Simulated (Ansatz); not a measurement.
# AlN: moving Al off its site

AlN, F-43m, a = 4.368 Å (as given, not relaxed at this level: -3.6 GPa). This isn't the usual stable structure of the compound. Ansatz: LDA, PAW, 420 eV, Γ-centred 10×10×10 mesh on 2 atoms, Gaussian smearing 0.05 eV; no spin polarisation.

```xyz
2
Lattice="0.0000 2.1840 2.1840 2.1840 0.0000 2.1840 2.1840 2.1840 0.0000" Properties=species:S:1:pos:R:3 pbc="T T T"
Al    0.0000    0.0000    0.0000
N     3.2760    3.2760    3.2760
```

Atom 1 (Al) moves by x along the unit vector (-0.577, -0.577, -0.577), with its periodic images; all else is held. y is the free energy of the cell over the start, F the force along the path summed over the moved atoms.

| x (Å) | y (meV) | F (eV/Å) |
| --- | --- | --- |
| -0.3000 | 391.6 | 1.95 |
| -0.2250 | 249.8 | 1.81 |
| -0.1500 | 125.5 | 1.47 |
| -0.0750 | 35.4 | 0.89 |
| 0.0000 | 0.0 | 0.00 |
| 0.0750 | 45.1 | -1.28 |
| 0.1500 | 204.0 | -3.06 |
| 0.2250 | 520.5 | -5.52 |
| 0.2625 | 755.8 | -7.07 |
| 0.3000 | ? | ? |

Q: Fit y = c2 x² + c3 x³ + c4 x⁴ to the energies of the other rows, give the force constant, and predict energy and force of the missing row.

A: Least squares on the rows shown. y = 7139.7 x² + 12052 x³ + 9293.8 x⁴. The force constant is 2 c2 = 14.3 eV/Å², for the cell as given, at -3.6 GPa (for all images moving together, not for a lone atom). With two atoms in a cubic cell this is the optical mode at Γ without the LO field: ω = 521.5 √(2 c2/μ) = 649 cm⁻¹ for μ = 9.22 u. The force −dy/dx at the missing row is -8.54 eV/Å (computed -8.90). At x = 0.3000 the fit asked for gives 1043.3 meV. The run gave 1054.3 meV, so the fit is 11.0 meV too low, 1 % of the span of the series, against an rms of 1.4 meV on the fitted rows. The row lies outside the fitted range. With a term in x⁵ added, a fit to the same known rows predicts 1052.9 meV, so most of the miss is curvature that the known rows already hold.

Cost: 10 runs of about 0.33 core-minutes in all, on Arm Neoverse V2 (shared hosts).